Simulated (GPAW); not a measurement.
**Pd: optical spectrum with PBE**

The system is Pd.

```
Pd
1.0
     2.72684    0.00000    0.00000
    -1.36342    2.36151    0.00000
     0.00000    0.00000    4.53440
Pd
2
Cartesian
  0.0000 1.5743 1.1336
  1.3634 0.7872 3.4008
```

This isn't the form of Pd at room conditions, which is fcc.

| Quantity | Value |
| --- | --- |
| Program | GPAW 26.7.0 |
| Task | optical spectrum |
| Functional | PBE |
| Potentials or basis | GPAW PAW data sets (gpaw-data 1.2.1) |
| Cutoff | 500 eV |
| Basis | pw |
| k mesh | 9 × 9 × 5 |
| Occupations | fermi-dirac, width 0.05 eV |
| Spin | no spin polarisation |
| Eta | 0.1 eV |
| Response ecut | 50 eV |
| Scissors | 0 eV |
| Kernel | RPA |
| Maxiter | 150 |
| Response k mesh | 17 × 17 × 9 |
| Domega0 | 0.05 eV |
| Omega2 | 10 eV |
| Response bands | 36 |
| Directions | ["x", "z"] |
| Intraband | yes |

| Item | Value |
| --- | --- |
| Band gap on the k mesh | none (metal or under the smearing width) |

Dielectric function (mean over the directions given):
```
energy (eV)  real part  imaginary part
       0.51    -113.30          123.42
       1.43     -17.22           29.62
       2.42     -11.21           15.59
       3.43      -6.41            7.80
       4.44      -3.49            4.31
       5.31      -3.43            4.33
       6.31      -2.34            2.59
       7.29      -1.33            1.61
       8.25       0.12            1.36
       9.27       0.74            1.77
      10.16       0.69            2.05
      11.20       0.79            1.87
      12.19       0.50            1.85
      13.24       0.43            1.64
      14.22       0.42            1.59
      15.13       0.57            1.39
      16.21       0.75            1.43
      17.36       0.86            1.50
      18.58       0.64            1.61
      19.87       0.39            1.68
```

It took 2.9 min on 1 thread of Arm Neoverse V2 (shared host), peak memory 0.44 GiB.

Caveat: the intraband term hangs on this k mesh; the long-wavelength limit can be off by several per cent where d states take part; independent-particle spectra lack excitons.
